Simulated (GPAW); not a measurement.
# Cu (Cmcm) in GPAW: equation of state

How stiff is Cu in PBEsol, and what volume does it want? The cell is scaled to several volumes.

Everything below comes from runs of GPAW 26.7.0. Logs are shortened: lines on timing, memory, paths and dates and some standing lists are left out, and cuts for length are marked. The log counts tension as positive stress, the text compression.

**1. The structure**

Symmetry: Cmcm, No. 63, orthorhombic system. The conventional cell has a = 2.437 Å, b = 7.953 Å, c = 2.475 Å, α = 90.00°, β = 90.00°, γ = 90.00°. Cu (site symmetry m2m) is surrounded by 10 Cu at 2.44 to 2.54 Å.

This isn't the form of Cu at room conditions, which is fcc.

**2. Equation of state, PBEsol**

Input file run.py:

```python
from ase import Atoms
from ase.eos import EquationOfState
from ase.io import Trajectory
from ase.units import GPa
from gpaw import GPAW, PW, setup_paths

setup_paths.insert(0, '.')

atoms = Atoms(['Cu', 'Cu'],
              cell=[[1.21846369, -3.9763780104, 0.0],
                    [1.21846369, 3.9763780104, 0.0],
                    [0.0, 0.0, 2.4754955235]],
              scaled_positions=[[0.86613335, 0.13386665, 0.75],
                                [0.13386665, 0.86613335, 0.25]],
              pbc=True)

traj = Trajectory('eos.traj', 'w')
volumes, energies = [], []
for x in [0.94, 0.96, 0.98, 1.0, 1.02, 1.04, 1.06]:
    a = atoms.copy()
    a.set_cell(atoms.cell * x**(1 / 3), scale_atoms=True)
    calc = GPAW(mode=PW(600),
                xc='PBEsol',
                kpts={'size': (11, 11, 11), 'gamma': True},
                occupations={'name': 'fermi-dirac', 'width': 0.05},
                nbands=23,
                convergence={'density': 1e-05, 'energy': 1e-05},
                maxiter=150,
                txt=f'eos-{x:.2f}.txt')
    a.calc = calc
    energies.append(a.get_potential_energy(force_consistent=True))
    volumes.append(a.get_volume())
    p = -a.get_stress()[:3].mean() / GPa
    calc.write(f'eos-{x:.2f}.gpw')
    traj.write(a)
    print(f'{x:.2f} {volumes[-1]:10.4f} A^3 {energies[-1]:14.6f} eV {p:9.3f} GPa', flush=True)

v0, e0, B = EquationOfState(volumes, energies, eos='birchmurnaghan').fit()
print(f'V0 = {v0:.4f} A^3, E0 = {e0:.6f} eV, B0 = {B / GPa:.2f} GPa')
```

Potentials or basis: PAW data sets generated in the run's folder for this functional, pw.

Run with:

```console
gpaw-setup -f PBEsol Cu
OMP_NUM_THREADS=1 python run.py
```

The program printed:

```text
__  _  _
 | _ |_)|_||  |
 |__||  | ||/\| - 26.7.0

Input parameters:
  mode=PW(ecut=600.0),
  convergence={'density': 1e-05, 'energy': 1e-05},
  kpts=MonkhorstPack(size=(11, 11, 11), gamma=True),
  maxiter=150,
  nbands=23,
  occupations=Occupations(name='fermi-dirac', width=0.05),
  xc=XC(name='PBEsol')

Diagonalizing LCAO Hamiltonian
Converting LCAO to pw mode

           Cu

       Cu

Atoms  # Å, Bohr magnetons
|   | symbol |        x |         y |        z |    initial magnetic moments |
|---|--------|----------|-----------|----------|-----------------------------|
| 0 |     Cu | 1.193590 | -2.852329 | 1.818721 | ( 0.0000,  0.0000,  0.0000) |
| 1 |     Cu | 1.193590 |  2.852329 | 0.606240 | ( 0.0000,  0.0000,  0.0000) |

Unit cell  # Å
| periodic |        x |         y |        z |  lengths |     angles |
|----------|----------|-----------|----------|----------|------------|
|      yes | 1.193590 | -3.895205 | 0.000000 | 4.073976 |  90.000000 |
|      yes | 1.193590 |  3.895205 | 0.000000 | 4.073976 |  90.000000 |
|      yes | 0.000000 |  0.000000 | 2.424961 | 2.424961 | 145.927198 |

Number of symmetries: 4
Symmetry operations  # r_c * U_cc + t_c -> r_c
|   | kind |            matrix            |
|---|------|------------------------------|
| 0 |  E   |  1, 0, 0,  0, 1, 0,  0, 0, 1 |
| 1 |  C2  |  0, 1, 0,  1, 0, 0,  0, 0,-1 |
| 2 |  σ   |  0,-1, 0, -1, 0, 0,  0, 0, 1 |
| 3 |  i   | -1, 0, 0,  0,-1, 0,  0, 0,-1 |

BZ-sampling:
  Number of BZ points: 1331
  Number of IBZ points: 366

  Monkhorst-Pack size: [11, 11, 11]
  Monkhorst-Pack shift: [0, 0, 0]

K-points  # in reciprocal-cell coordinates
|     |                                coordinates |     weight |
|-----|--------------------------------------------|------------|
|   0 | (  0.00000000,   0.00000000,   0.00000000) | 0.00075131 |
|   1 | (  0.00000000,   0.00000000,   0.09090909) | 0.00150263 |
|   2 | (  0.00000000,   0.00000000,   0.18181818) | 0.00150263 |
|   3 | (  0.00000000,   0.00000000,   0.27272727) | 0.00150263 |
|   4 | (  0.00000000,   0.00000000,   0.36363636) | 0.00150263 |
|   5 | (  0.00000000,   0.00000000,   0.45454545) | 0.00150263 |
|   6 | (  0.09090909,  -0.09090909,  -0.45454545) | 0.00150263 |
|   7 | (  0.09090909,  -0.09090909,  -0.36363636) | 0.00150263 |
|   8 | (  0.09090909,  -0.09090909,  -0.27272727) | 0.00150263 |
|   9 | (  0.09090909,  -0.09090909,  -0.18181818) | 0.00150263 |
| ... |                                            |            |
| 365 | (  0.45454545,   0.45454545,   0.45454545) | 0.00300526 |

Plane wave coefficients: 768
Cutoff: 600.0 eV

Spin-components: 1 (collinear spins)
Bands:           23
Projectors:      12
Spin-degeneracy: 2
Datatype:        complex128

Parallelization:
  kpt:    1
  domain: 1
  band:   1

Density:
  Valence electrons: 22.0
  Components: 1
  Grid points: [24 24 14]
  Charge: 0.0  # |e|

Potential:
  Grid points: [24 24 14]

species:
  Cu:
    name:    Copper
    Z:       29.0
    valence: 11
    core:    18
    charge:  0.0  # [|e|]
    compensation charges:
      type: gauss
      rc: 0.33  # [Å]
      lmax: 2
    cutoffs:
      filter: 2.06  # [Å]
      core: 2.43  # [Å]
    projectors
    | kind |    occ | energy [eV] | rcut [Å] |
    |------|--------|-------------|----------|
    |   4s |  1.000 |      -4.607 |    1.164 |
    |   4p |  0.000 |      -0.637 |    1.164 |
    |   3d | 10.000 |      -5.060 |    1.058 |
    |    s |        |      22.604 |    1.164 |
    |    p |        |      26.574 |    1.164 |
    |    d |        |      22.151 |    1.058 |

    Using partial waves for Cu as LCAO basis

Reference energy: -89968.960980  # eV

eigensolver:
  PPCG
  Converge bands: occupied
  niter=2

density mixing:
  MSR1-Mixer
  Pratt-step length: 0.05
  Maximum mixing coefficient: 0.75
  Old densities: 10
  SVD Regularization: 0.005
  Good broyden scale: 1.0
  Trust region scale: 1.0
  Backstep threshold: 4.0
  History deletion threshold: 6.0
  Fourier metric: weight=20.0, sigma=0.015

occupation numbers:
  Fermi-Dirac:
    width: 0.0500  # eV

poisson solver:
  ecut: 4800.0  # eV

xc functional:
  name: PBEsol with 2 nearest neighbor stencil

convergence criteria:
- Maximum integral of absolute [dens]ity change: 1e-05 electrons / valence electron
- Maximum [total energy] change in last 3 cyles: 1e-05 eV / valence electron
- Maximum integral of absolute [eigenst]ate change: 4e-08 eV^2 / valence electron
maximum number of iterations: 150

SCF iterations
|iter     | |      energy | eigst |  dens |
|---------|-|-------------|-------|-------|
|iter:   1| |  -10.131678 | -0.27 |       |
|iter:   2| |   -9.364774 | -2.64 | -0.89 |
|iter:   3| |   -8.144250 | -1.70 | -0.99 |
|iter:   4| |   -8.120264 | -3.72 | -1.80 |
|iter:   5| |   -8.104925 | -3.38 | -1.97 |
|iter:   6| |   -8.104806 | -4.87 | -2.91 |
|iter:   7| |   -8.104825c| -6.27 | -3.60 |
|iter:   8| |   -8.104827c| -6.44 | -3.79 |
|iter:   9| |   -8.104827c| -7.69c| -4.68 |
|iter:  10| |   -8.104827c| -7.67c| -4.98 |
|iter:  11| |   -8.104827c| -8.82c| -5.96c|

Converged in 11 steps
Energy contributions relative to reference atoms: (reference = -89968.960980)

Energy contributions:
  Kinetic:         -21.479629
  Coulomb:          17.302951
  Zero:              0.121710
  External:          0.000000
  Xc:               -4.048001
  Entropy:          -0.003715
  Spinorbit:         0.000000
  ----------------------------
  Free energy:      -8.106685
  Extrapolated:     -8.104827

dipole moment: (-0.000001, 0.000000, -0.000001)  # |e|*Ang

Fermi level: 8.480
Eigenvalues  # (at kpt = [0.000, 0.000, 0.000])
| band index |      eig [eV] | occ [0-2] |
|------------|---------------|-----------|
|          0 |        -1.301 |     2.000 |
|        ... |               |           |
|          4 |         5.262 |     2.000 |
|          5 |         5.551 |     2.000 |
|          6 |         6.018 |     2.000 |
|          7 |         6.357 |     2.000 |
|          8 |         6.575 |     2.000 |
|          9 |         6.729 |     2.000 |
|         10 |         7.005 |     2.000 |
|         11 |         8.239 |     1.984 |
|         12 |        13.642 |     0.000 |
|         13 |        23.835 |     0.000 |
|         14 |        27.676 |     0.000 |
|         15 |        28.537 |     0.000 |
|         16 |        28.775 |     0.000 |
|         17 |        30.855 |     0.000 |
|         18 |        31.962 |     0.000 |
|         19 |        33.220 |     0.000 |
|        ... |               |           |
|         22 |        38.300 |     0.000 |

No gap
No difference between direct/indirect transitions

Stress tensor  # eV/Ang^3
|         x |         y |         z |
|-----------|-----------|-----------|
| -0.066234 |  0.000000 |  0.000000 |
|  0.000000 | -0.067560 |  0.000000 |
|  0.000000 |  0.000000 | -0.075501 |

# Writing to eos-0.94.gpw (mode='')
```

It took 18 min on 1 thread of Arm Neoverse V1, shared host; peak memory 0.34 GiB.

What came out:

```yaml
Equilibrium_volume: 12.03 Å³/atom
Bulk_modulus_at_fixed_shape_and_positions: 148 GPa
Pressure_derivative_of_the_bulk_modulus: 5.1
```

Energy against volume, from the lowest point:
```csv
volume (Å³/atom),energy (meV/atom)
11.274,25.31
11.514,11.32
11.754,3.10
11.994,0.00
12.234,1.42
12.474,6.85
12.714,15.84
```

Caveat: with this Cu data set, volumes or pressures lay over 1.5 % or 2 GPa off other programs in two to four cells of ten; the cell was scaled at fixed shape and fractional positions, which overstates the stiffness of a crystal with free parameters, most of all of layers and chains; the program warned that so skewed a cell can give wrong results.
